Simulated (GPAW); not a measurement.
CsI:

```xyz
2
Lattice="4.5667 0.0000 0.0000 0.0000 4.5667 0.0000 0.0000 0.0000 4.5667" Properties=species:S:1:pos:R:3 pbc="T T T"
Cs    0.0000    0.0000    0.0000
I     2.2833    2.2833    2.2833
```

Base run:

* Program: GPAW 26.7.0
* Functional: LDA
* Potentials or basis: the program's PAW data sets (release 1.2.1) made for this functional
* Cutoff: 600 eV
* Basis: pw
* k mesh: 6 × 6 × 6
* Occupations: fermi-dirac, width 0.05 eV
* Spin: no spin polarisation

Its results: band gap on the k mesh 3.53 eV, indirect (least direct gap 3.62 eV); pressure -1.4 GPa.

After a change of settings the same cell gave: band gap on the k mesh 4.12 eV, indirect (least direct gap 4.20 eV); pressure 1.8 GPa. Which change was it?
A. potentials or basis from the program's PAW data sets (release 1.2.1) made for this functional to PAW data sets generated in the run's folder for this functional; band points from 80 to 100
B. occupations from fermi-dirac, width 0.05 eV to gaussian, width 0.05 eV
C. functional from LDA to revPBE
D. functional from LDA to PBEsol; potentials or basis from the program's PAW data sets (release 1.2.1) made for this functional to PAW data sets generated in the run's folder for this functional

C.

revPBE binds less tightly than LDA, so the same cell stands under more pressure.

Caveats: spin-orbit coupling is left out, which moves the levels of the heavy elements.

Runs at the PBE level aren't shown here.
